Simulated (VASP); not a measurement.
# CdTe (F-43m) in VASP: further runs, part 2 of 2

VASP 6.6.1.

**3. Relaxation of the atoms, r2SCAN (a relaxed cell with its volume scaled by 1.02)**

INCAR reads:

```
PREC     = Accurate       # precision mode
ENCUT    = 600            # plane-wave cutoff, eV
EDIFF    = 1E-7           # SCF threshold, eV
ISMEAR   = 0              # smearing method
SIGMA    = 0.03           # smearing width, eV
LREAL    = False          # projectors in reciprocal space
LASPH    = True           # aspherical terms in the spheres
NELM     = 80             # most SCF steps
ALGO     = Normal         # electronic algorithm
ISIF     = 2              # what is computed and relaxed
LWAVE    = False          # write WAVECAR
LCHARG   = False          # write CHGCAR
METAGGA  = R2SCAN         # meta-GGA
LMIXTAU  = True         
IBRION   = 2              # ionic algorithm
NSW      = 40             # ionic steps
EDIFFG   = -0.01          # ionic threshold
```

KPOINTS reads:

```
regular mesh
0
Gamma
  8 8 8
```

POSCAR reads:

```
CdTe                                    
1.0
    0.0000000000      3.3021317216      3.3021317216
    3.3021317216      0.0000000000      3.3021317216
    3.3021317216      3.3021317216      0.0000000000
  Cd              Te            
     1     1
Direct
     0.0000000000000000    0.0000000000000000    0.0000000000000000
     0.2500000000000000    0.2500000000000000    0.2500000000000000
```

Potentials or basis: VASP PAW PBE potentials, release 64 (Cd, Te).

The run is started by

```sh
$ cat potpaw_PBE.64/Cd/POTCAR potpaw_PBE.64/Te/POTCAR > POTCAR
$ mpirun -np 1 vasp_std > vasp.out
```

OUTCAR:

```text
PREC = Accurate
   ENCUT = 600
   EDIFF = 1E-7
   ISMEAR = 0
   LREAL = False
   LASPH = True
   NELM = 80
   ISIF = 2
   METAGGA = R2SCAN
   IBRION = 2
   NSW = 40
   EDIFFG = -0.01

 ion  position               nearest neighbor table
   1  0.000  0.000  0.000-   2 2.86   2 2.86   2 2.86   2 2.86
   2  0.250  0.250  0.250-   1 2.86   1 2.86   1 2.86   1 2.86

  LATTYP: Found a face centered cubic cell.
 ALAT       =     6.6042634432

  Lattice vectors:

 A1 = (   0.0000000000,   3.3021317216,   3.3021317216)
 A2 = (   3.3021317216,   0.0000000000,   3.3021317216)
 A3 = (   3.3021317216,   3.3021317216,   0.0000000000)

Analysis of symmetry for initial positions (statically):
=====================================================================
 Subroutine PRICEL returns:
 Original cell was already a primitive cell.

 Routine SETGRP: Setting up the symmetry group for a
 face centered cubic supercell.

 Subroutine GETGRP returns: Found 24 space group operations
 (whereof 24 operations were pure point group operations)
 out of a pool of 48 trial point group operations.

The static configuration has the point symmetry T_d .

Analysis of symmetry for dynamics (positions and initial velocities):
=====================================================================
 Subroutine PRICEL returns:
 Original cell was already a primitive cell.

 Routine SETGRP: Setting up the symmetry group for a
 face centered cubic supercell.

 Subroutine GETGRP returns: Found 24 space group operations
 (whereof 24 operations were pure point group operations)
 out of a pool of 48 trial point group operations.

The dynamic configuration has the point symmetry T_d .

 Subroutine INISYM returns: Found 24 space group operations
 (whereof 24 operations are pure point group operations),
 and found     1 'primitive' translations

----------------------------------------------------------------------------------------
[... 118 lines left out ...]
   METAGGA = R2SCAN    functional components
   LHFCALC =     F    Hartree Fock is set to
   AEXX    =    0.0000 exact exchange contribution
   IVDW    =     0    specifies the selected vdW correction
   LEPSILON=     F    determine dielectric tensor
   LRPA    =     F    only Hartree local field effects (RPA)
 conjugate gradient relaxation of ions
 non-spin polarized calculation
 Gauss-broadening in eV      SIGMA  =   0.03
  energy-cutoff  :      600.00
  volume of cell :       72.01
 maximum number of plane-waves:      2421
 NGX is ok and might be reduce to    40
   NGX = 19   NGY = 19   NGZ = 19

 number of electron      18.0000001 magnetization

 Free energy of the ion-electron system (eV)
  ---------------------------------------------------
  ext. energy  EPLUGINS =         0.00000000
  ---------------------------------------------------
  free energy    TOTEN  =       -46.64265258 eV

  energy without entropy =      -46.64265258  energy(sigma->0) =      -46.64265258

 E-fermi :   1.7503     XC(G=0):  -8.8438

 val. band max:        1.6003808101   @ k =   0.0000   0.0000   0.0000
 cond. band min:       2.6893626830   @ k =   0.0000   0.0000   0.0000
 fundamental gap:      1.0889818730
 Fermi energy:         1.7502614933

 k-point     1 :       0.0000    0.0000    0.0000
  band No.  band energies     occupation
      1      -9.6068      2.00000
      2      -6.7849      2.00000
      3      -6.7849      2.00000
      4      -6.7849      2.00000
      5      -6.5433      2.00000
      6      -6.5433      2.00000
      7       1.6004      2.00000
      8       1.6004      2.00000
      9       1.6004      2.00000
     10       2.6894      0.00000
     11       6.6672      0.00000
     12       6.6672      0.00000
     13       6.6672      0.00000
[... 354 lines left out ...]
  band No.  band energies     occupation
      1      -9.1972      2.00000
      2      -6.7026      2.00000
      3      -6.6935      2.00000
      4      -6.5559      2.00000
      5      -6.5378      2.00000
      6      -6.1257      2.00000
      7      -2.3936      2.00000
      8      -0.3060      2.00000
      9       0.4412      2.00000
     10       5.1109      0.00000
     11       6.5756      0.00000
     12       7.9333      0.00000
     13       9.1062      0.00000

 [... further k-points ...]
[... 5 lines left out ...]
  --------------------------------------------------------------------------------------
  -------------------------------------------------------------------------------------
  Total       -0.3409381     -0.3409381     -0.3409381      0.0000000      0.0000000      0.0000000
  in kB       -7.5853029     -7.5853029     -7.5853029      0.0000000      0.0000000      0.0000000
  external PRESSURE =      -7.5853029 kB  Pullay stress =       0.0000000 kB

 VOLUME and BASIS-vectors are now :
 -----------------------------------------------------------------------------
  energy-cutoff  :      600.00
  volume of cell :       72.01
      direct lattice vectors                 reciprocal lattice vectors
     0.000000000  3.302131722  3.302131722    -0.151417340  0.151417340  0.151417340
     3.302131722  0.000000000  3.302131722     0.151417340 -0.151417340  0.151417340
     3.302131722  3.302131722  0.000000000     0.151417340  0.151417340 -0.151417340

 POSITION                                       TOTAL-FORCE (eV/Angst)
 -----------------------------------------------------------------------------------
      0.00000      0.00000      0.00000         0.000000     -0.000000      0.000000
      1.65107      1.65107      1.65107        -0.000000      0.000000     -0.000000
 -----------------------------------------------------------------------------------
    total drift:                               -0.000002     -0.000002     -0.000002

  FREE ENERGIE OF THE ION-ELECTRON SYSTEM (eV)
  ---------------------------------------------------
  free  energy   TOTEN  =       -46.6426525758 eV

  energy  without entropy=      -46.6426525758  energy(sigma->0) =      -46.64265258

 reached required accuracy - stopping structural energy minimisation
```

OSZICAR:

```text
N       E                     dE             d eps       ncg     rms          rms(c)
DAV:   1     0.682427071181E+02    0.68243E+02   -0.90478E+03   754   0.136E+03
DAV:   2    -0.464358167074E+02   -0.11468E+03   -0.11005E+03   844   0.294E+02
DAV:   3    -0.511929749152E+02   -0.47572E+01   -0.47450E+01   889   0.638E+01
[... 14 lines left out ...]
DAV:  18    -0.466426529548E+02   -0.13741E-04   -0.18643E-05   864   0.394E-02    0.669E-03
DAV:  19    -0.466426522890E+02    0.66580E-06   -0.11537E-06   769   0.126E-02    0.246E-03
DAV:  20    -0.466426520717E+02    0.21734E-06   -0.13253E-06   754   0.113E-02    0.498E-03
DAV:  21    -0.466426524823E+02   -0.41066E-06   -0.29339E-07   764   0.724E-03    0.250E-03
DAV:  22    -0.466426525758E+02   -0.93532E-07   -0.11976E-08   427   0.142E-03
   1 F= -.46642653E+02 E0= -.46642653E+02  d E =-.466427E+02
```

It took 2.9 min on 1 thread of AMD EPYC 9R14 (Zen 4), shared host; peak memory 0.24 GiB.

Results:

```yaml
Free_energy: -46.6427 eV
Pressure_after_relaxing: -0.8 GPa
Band_gap_on_the_k_mesh: 1.09 eV, direct
```

Final structure:
```xyz
2
Lattice="0.0000 3.3021 3.3021 3.3021 0.0000 3.3021 3.3021 3.3021 0.0000" Properties=species:S:1:pos:R:3 pbc="T T T"
Cd    0.0000    0.0000    0.0000
Te    1.6511    1.6511    1.6511
```

Caveat: the relaxation stopped at its first step, so nothing moved; the PAW data sets were made with another functional, which shifts forces and pressure a little; spin-orbit coupling is left out, which moves the levels of the heavy elements.

**4. Relaxation of the atoms, r2SCAN (a relaxed cell with its volume scaled by 1.04)**

INCAR is that of step 3.

KPOINTS is that of step 3.

POSCAR reads:

```
CdTe                                    
1.0
    0.0000000000      3.3235747362      3.3235747362
    3.3235747362      0.0000000000      3.3235747362
    3.3235747362      3.3235747362      0.0000000000
  Cd              Te            
     1     1
Direct
     0.0000000000000000    0.0000000000000000    0.0000000000000000
     0.2500000000000000    0.2500000000000000    0.2500000000000000
```

The run is started by

```sh
$ cat potpaw_PBE.64/Cd/POTCAR potpaw_PBE.64/Te/POTCAR > POTCAR
$ mpirun -np 1 vasp_std > vasp.out
```

Run time: 2.9 min. Hardware: 1 thread of AMD EPYC 9R14 (Zen 4), shared host; peak memory 0.24 GiB.

It converged, with:

- Free energy: -46.6332 eV
- Pressure after relaxing: -1.4 GPa
- Band gap on the k mesh: 1.03 eV, direct

Final structure:
```cif
data_structure
_symmetry_space_group_name_H-M 'P 1'
_symmetry_Int_Tables_number 1
_cell_length_a 4.7002
_cell_length_b 4.7002
_cell_length_c 4.7002
_cell_angle_alpha 60.000
_cell_angle_beta 60.000
_cell_angle_gamma 60.000
_cell_volume 73.43
loop_
_atom_site_label
_atom_site_type_symbol
_atom_site_fract_x
_atom_site_fract_y
_atom_site_fract_z
_atom_site_occupancy
Cd1 Cd 0.00000 0.00000 0.00000 1
Te1 Te 0.25000 0.25000 0.25000 1
```

Levels at points of the mesh, in eV from the valence-band top:
| k point | band 5 | band 6 | band 7 | band 8 | band 9 | band 10 | band 11 | band 12 | band 13 |
| --- | --- | --- | --- | --- | --- | --- | --- | --- | --- |
| (0.00, 0.00, 0.00) | -8.11 | -8.11 | 0.00 | 0.00 | 0.00 | 1.03 | 5.08 | 5.08 | 5.08 |
| (0.50, 0.00, 0.00) | -8.10 | -7.79 | -4.07 | -0.68 | -0.68 | 2.14 | 5.61 | 5.61 | 7.32 |
| (0.50, 0.50, 0.00) | -8.08 | -7.66 | -3.99 | -1.66 | -1.66 | 2.98 | 3.03 | 9.03 | 9.42 |

Caveat: the relaxation stopped at its first step, so nothing moved; the PAW data sets were made with another functional, which shifts forces and pressure a little; spin-orbit coupling is left out, which moves the levels of the heavy elements.

**5. Relaxation of the atoms, r2SCAN (a relaxed cell with its volume scaled by 1.06)**

INCAR is that of step 4.

KPOINTS is that of step 4.

POSCAR reads:

```
CdTe                                    
1.0
    0.0000000000      3.3447445728      3.3447445728
    3.3447445728      0.0000000000      3.3447445728
    3.3447445728      3.3447445728      0.0000000000
  Cd              Te            
     1     1
Direct
     0.0000000000000000    0.0000000000000000    0.0000000000000000
     0.2500000000000000    0.2500000000000000    0.2500000000000000
```

The run is started by

```sh
$ cat potpaw_PBE.64/Cd/POTCAR potpaw_PBE.64/Te/POTCAR > POTCAR
$ mpirun -np 1 vasp_std > vasp.out
```

It took 3 min on 1 thread of AMD EPYC 9R14 (Zen 4), shared host; peak memory 0.24 GiB.

Results (log left out):

```
Free energy             : -46.6181 eV
Pressure after relaxing : -2.1 GPa
Band gap on the k mesh  : 0.97 eV, direct
```

Final structure:
```
CELL_PARAMETERS angstrom
0.00000 3.34474 3.34474
3.34474 0.00000 3.34474
3.34474 3.34474 0.00000
ATOMIC_POSITIONS crystal
Cd 0.00000 0.00000 0.00000
Te 0.25000 0.25000 0.25000
```

Levels at points of the mesh, in eV from the valence-band top:
| k point | band 7 | band 8 | band 9 | band 10 | band 11 | band 12 |
| --- | --- | --- | --- | --- | --- | --- |
| (0.00, 0.00, 0.00) | 0.00 | 0.00 | 0.00 | 0.97 | 5.08 | 5.08 |
| (0.50, 0.00, 0.00) | -3.97 | -0.66 | -0.66 | 2.12 | 5.61 | 5.61 |
| (0.50, 0.50, 0.00) | -3.90 | -1.60 | -1.60 | 2.97 | 3.07 | 8.92 |

Caveat: the relaxation stopped at its first step, so nothing moved; the PAW data sets were made with another functional, which shifts forces and pressure a little; spin-orbit coupling is left out, which moves the levels of the heavy elements.

**6. Relaxation of cell and atoms, PBEsol**

This run uses another cell than the first one, of 32.92 Å³/atom, 0.933 times its volume.

INCAR reads:

```
ALGO = Normal ; EDIFF = 1E-6
EDIFFG = -0.01 ; ENCUT = 600
GGA = PS ; IBRION = 2
ISIF = 3 ; ISMEAR = 0
LASPH = T ; LCHARG = F
LREAL = F ; LWAVE = F
NELM = 80 ; NSW = 90
PREC = Accurate ; SIGMA = 0.03
```

KPOINTS reads:

```
k-points
0
Gamma
  8 8 8
```

POSCAR reads:

```
CdTe
1.0
    0.0000000000      3.2050000000      3.2050000000
    3.2050000000      0.0000000000      3.2050000000
    3.2050000000      3.2050000000      0.0000000000
Cd Te
1 1
Direct
    0.0000000000      0.0000000000      0.0000000000
    0.2500000000      0.2500000000      0.2500000000
```

Potentials or basis: VASP PAW PBE potentials, release 64 (Cd, Te).

The run is started by

```sh
$ cat potpaw_PBE.64/Cd/POTCAR potpaw_PBE.64/Te/POTCAR > POTCAR
$ mpirun -np 1 vasp_std > vasp.out
```

Run time: 71 s. Hardware: 1 thread of Intel Xeon Platinum 8488C (Sapphire Rapids), shared host; peak memory 0.24 GiB.

Results (log left out):

```
Free energy                            : -5.4888 eV
Relaxed volume                         : 34.26 Å³/atom
Relaxed cell                           : a = 4.593 Å, b = 4.593 Å, c = 4.593 Å, α = 60.00°, β = 60.00°, γ = 60.00°
Space group after relaxing (to 0.05 Å) : F-43m (No. 216)
Energy gained by relaxing              : 7.3 meV/atom
Ionic steps                            : 3
Pressure after relaxing                : 0.0 GPa
Band gap on the k mesh                 : 0.64 eV, direct
```

Step by step:
| step | energy change (eV) | largest force (eV/Å) | pressure (GPa) | volume (Å³) |
| --- | --- | --- | --- | --- |
| 1 | 0.0000 | 0.0000 | 1.81 | 65.84 |
| 2 | -0.0129 | 0.0000 | -0.54 | 69.46 |
| 3 | -0.0145 | 0.0000 | 0.00 | 68.52 |

Final structure:
```
Cd Te
1.0
     0.00000    3.24780    3.24780
     3.24780    0.00000    3.24780
     3.24780    3.24780    0.00000
Cd Te
1 1
Direct
  0.00000 0.00000 0.00000
  0.25000 0.25000 0.25000
```

Levels at points of the mesh, in eV from the valence-band top:
| k point | band 7 | band 8 | band 9 | band 10 | band 11 | band 12 |
| --- | --- | --- | --- | --- | --- | --- |
| (0.00, 0.00, 0.00) | 0.00 | 0.00 | 0.00 | 0.64 | 4.55 | 4.55 |
| (0.50, 0.00, 0.00) | -4.44 | -0.77 | -0.77 | 1.73 | 5.13 | 5.13 |
| (0.50, 0.50, 0.00) | -4.32 | -1.86 | -1.86 | 2.51 | 2.60 | 8.69 |

Caveat: the PAW data sets were made with another functional, which shifts forces and pressure a little; spin-orbit coupling is left out, which moves the levels of the heavy elements. Zero-point motion and thermal expansion aren't in these numbers.

**7. Overview**

| task | level | cell | gap on the mesh (eV) | pressure (GPa) |
| --- | --- | --- | --- | --- |
| relaxation of the atoms | r2SCAN | atoms relaxed | 1.15 | 0.0 |
| relaxation of the atoms | r2SCAN | atoms relaxed from: a relaxed cell with its volume scaled by 1.02 | 1.09 | -0.8 |
| relaxation of the atoms | r2SCAN | atoms relaxed from: a relaxed cell with its volume scaled by 1.04 | 1.03 | -1.4 |
| relaxation of the atoms | r2SCAN | atoms relaxed from: a relaxed cell with its volume scaled by 1.06 | 0.97 | -2.1 |
| relaxation of cell and atoms | PBEsol | relaxed | 0.64 | 0.0 |

Alike in all rows: potentials or basis VASP PAW PBE potentials, release 64 (Cd, Te); no spin polarisation; k mesh 8 × 8 × 8; cutoff (eV) 600; smearing gaussian 0.03 eV.

Caveats: the PAW data sets were made with another functional, which shifts forces and pressure a little; spin-orbit coupling is left out, which moves the levels of the heavy elements; the relaxation stopped at its first step, so nothing moved (some runs).

Absolute energies hang on the potentials; compare differences alone.

**8. Comparison with measurements**

Step 2. Measured gap of CdTe: 1.607 eV (0 K; a printed reference work, data compilation). This calculation gives 1.15 eV (-0.45 eV). Spin-orbit coupling on Cd, Te is left out. The value is that of r2SCAN, without temperature or zero-point motion.
